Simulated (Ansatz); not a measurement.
The system is Co.

```
CELL_PARAMETERS angstrom
2.47056 0.00000 0.00000
-1.23528 2.13957 0.00000
0.00000 0.00000 8.08823
ATOMIC_POSITIONS crystal
Co 0.66667 0.33333 0.75000
Co 0.00000 0.00000 0.50000
Co 0.33333 0.66667 0.25000
Co 0.00000 0.00000 0.00000
```

Below is the output of Ansatz 0.2.0 for this cell. Logs are shortened: lines on timing, memory, paths and dates and some standing lists are left out, and cuts for length are marked.

```text
Warning: RAYON_NUM_THREADS=2 ignored (pool sized by the plan → 2); use --threads N
Engine: ansatz 0.2.0, aarch64-unknown-linux-gnu
Pseudopotentials: kind: paw
Pseudopotential: Co, paw, valence charge 17, recommended cutoff 420 eV (normal), Co.paw.azcp
Functional definition: PBE
  parameter kappa = 0.804
  parameter beta = 0.06672455060314922
  exchange = pbe_x(kappa = kappa, mu = beta*pi^2/3)
  correlation = pbe_c(beta = beta)
Crystal: 4 atoms, lattice volume = 42.754 Å³
Basis set: ecut = 420 eV, 813 PW (Γ), exchange–correlation on 36×36×120 points (8 copies of the dense FFT grid, shifted against one another)
Bands: 46, of which v1, the nominal top of the filled ones, is band 34 counted from 1 (33 counted from 0)
Symmetry: 24 space group operations
Space group: P63/mmc (ITA 194), of the structure as read, at distance tolerance 3.5e-5 Å
Magnetic group: BNS 194.263 (UNI 1493), of the structure as read, at distance tolerance 3.5e-5 Å
k-points: 57 of 576
Non-local potential: Co, projectors of the file, l = 0: 3, l = 1: 2, l = 2: 3, l = 3: 1
PAW form: soft (Blöchl's): semilocal exchange-correlation on the pseudo side does not see the compensation charge
PAW one-centre angular grid: Co, 590 points (default); XC on 64 Gauss nodes
Initial density: superposition of atomic densities (chi_scale 0.1, normalization cell)
Starting moments: Σ|m| = 8 μB on 4 of 4 sites
[... 26 lines left out ...]
Free energy (F): -20504.583485 eV
Harris-Foulkes:  -20504.583485 eV  (|F-HF|=6.11e-10)
Internal energy: -20504.550397 eV  (E = F + TS)
E sigma→0 (E₀):  -20504.566941 eV
Entropy (-TS):   -0.033088 eV (-8.272 meV/atom)
Fermi energy:    19.099740 eV
--- Per-component energies (eV) ---
  E_band       = -954.517809
  E_kinetic    = 1816.297602
  E_local      = -11242.389414  (includes V_loc(G=0)·N_el)
  E_nonlocal   = 1816.184459
  E_hartree    = 4715.634216
  E_xc         = -636.794748
  E_vxc        = -821.799866  (∫ρ·V_xc dr)
  E_paw        = -6060.621647  (= ΣΔE_a)
  E_vpaw       = -1954.082495  (= ΣTr[D̂ρ^β])
  E_aug_tail   = 0.000336  (compensation charges beyond the density's cutoff)
  E_ewald      = -10912.861201
  E_smearing   = -0.033088  (= −TS)
  E_closure    = -0.000000  (closes the sum)
  Σ components = -20504.583485   (vs F -20504.583485, Δ=0.00e0)
--- Forces (eV/Å), atoms counted from 1 ---
  atom   1  Co     0.00000000     0.00000000     0.00000000
  atom   2  Co     0.00000000     0.00000000     0.00000000
  atom   3  Co    -0.00000000    -0.00000000     0.00000000
  atom   4  Co    -0.00000000     0.00000000     0.00000000
  max |Σ_I F_I| component: 4.21e-30 eV/Å
--- Stress (GPa, compression-positive) ---
        5.984634       0.000000       0.000000
        0.000000       5.984634       0.000000
        0.000000       0.000000       2.074124
  P = ⅓ Tr σ = 4.6811 GPa (46.811 kbar)
--- Band table (eV; the first three rows and the last of 114) ---
  k-point 0 ↑: bands = ["-77.0780", "-77.0626", "-77.0238", "-77.0082", "-40.4878", "-40.3578", "-40.2729", "-40.1701", "-40.1701", "-40.1522", "-40.1522", "-40.1403", "-40.1393", "-40.1393", "-40.1214", "-40.1214", "9.9088", "12.1313", "12.1577", "13.7617", "15.9882", "16.0216", "16.2651", "16.2651", "16.3058", "16.3058", "16.3237", "16.5585", "16.5585", "16.6313", "16.6313", "17.2446", "17.2446", "17.5752", "17.5752", "17.8973", "17.8973", "18.2942", "18.2942", "18.6949", "25.2827", "33.7603", "33.7629", "40.8481", "41.4242", "42.3590"]
  k-point 1 ↑: bands = ["-77.0762", "-77.0656", "-77.0208", "-77.0100", "-40.4755", "-40.3923", "-40.2380", "-40.1684", "-40.1684", "-40.1569", "-40.1569", "-40.1529", "-40.1347", "-40.1347", "-40.1231", "-40.1231", "10.0658", "11.2498", "12.9999", "13.7221", "16.0425", "16.2584", "16.2812", "16.2922", "16.2922", "16.3337", "16.3337", "16.5163", "16.5163", "16.5823", "16.5823", "17.3018", "17.3018", "17.5271", "17.5271", "17.9721", "17.9721", "18.1094", "18.2462", "18.2462", "26.1793", "30.8745", "36.7834", "40.9386", "41.3014", "42.0776"]
  k-point 2 ↑: bands = ["-77.0714", "-77.0714", "-77.0149", "-77.0149", "-40.4411", "-40.4411", "-40.1883", "-40.1883", "-40.1636", "-40.1636", "-40.1636", "-40.1636", "-40.1279", "-40.1279", "-40.1279", "-40.1279", "10.5258", "10.5258", "13.5294", "13.5294", "16.1704", "16.1704", "16.3504", "16.3504", "16.3504", "16.3504", "16.4951", "16.4951", "16.4951", "16.4951", "17.0274", "17.0274", "17.4198", "17.4198", "17.4198", "17.4198", "18.1205", "18.1205", "18.1205", "18.1205", "28.2599", "28.2599", "39.7531", "39.7531", "41.1836", "41.1836"]
  k-point 56 ↓: bands = ["-74.9004", "-74.9004", "-74.8906", "-74.8906", "-38.3524", "-38.3524", "-38.3281", "-38.3281", "-38.2872", "-38.2872", "-38.2739", "-38.2739", "-38.1762", "-38.1762", "-38.1596", "-38.1596", "16.1660", "16.1660", "16.2660", "16.2660", "16.2745", "16.2745", "16.3659", "16.3659", "17.3712", "17.3712", "17.4652", "17.4652", "18.8212", "18.8212", "19.3692", "19.3692", "20.0818", "20.0818", "20.1812", "20.1812", "24.8120", "24.8120", "25.3465", "25.3465", "25.9716", "25.9716", "28.7816", "28.7816", "30.5569", "30.5569"]
```

Problem. Write the input and the command behind it.

Solution. Single point with PBE, collinear spin, ferromagnetic start. The files as run (others can give the same):

input.yaml
```yaml
crystal:
  lattice:
    - [2.4705617809, 0.0, 0.0]
    - [-1.2352808905, 2.1395692639, 0.0]
    - [0.0, 0.0, 8.0882338]
  atoms:
    - { symbol: Co, position: [0.6666666667, 0.3333333333, 0.75], spin: 2.0 }
    - { symbol: Co, position: [0.0, 0.0, 0.5], spin: 2.0 }
    - { symbol: Co, position: [0.3333333333, 0.6666666667, 0.25], spin: 2.0 }
    - { symbol: Co, position: [0.0, 0.0, 0.0], spin: 2.0 }
hamiltonian:
  xc: pbe
  pseudopotentials: { kind: paw }
magnetization:
  spin_polarized: true
kpoints:
  mp_grid: { grid: [12, 12, 4] }
scf:
  occupations: { method: fermi_dirac, width: 0.05 }
output:
  forces: true
  stress: true
  eigenvalues: true
```

Potentials or basis: Ansatz PAW.
Run with:
```console
$ ansatz run input.yaml --threads 2 --pin off --max-ram 5632MiB --backend cpu --events-out ev --progress --plain --runs-dir out
```
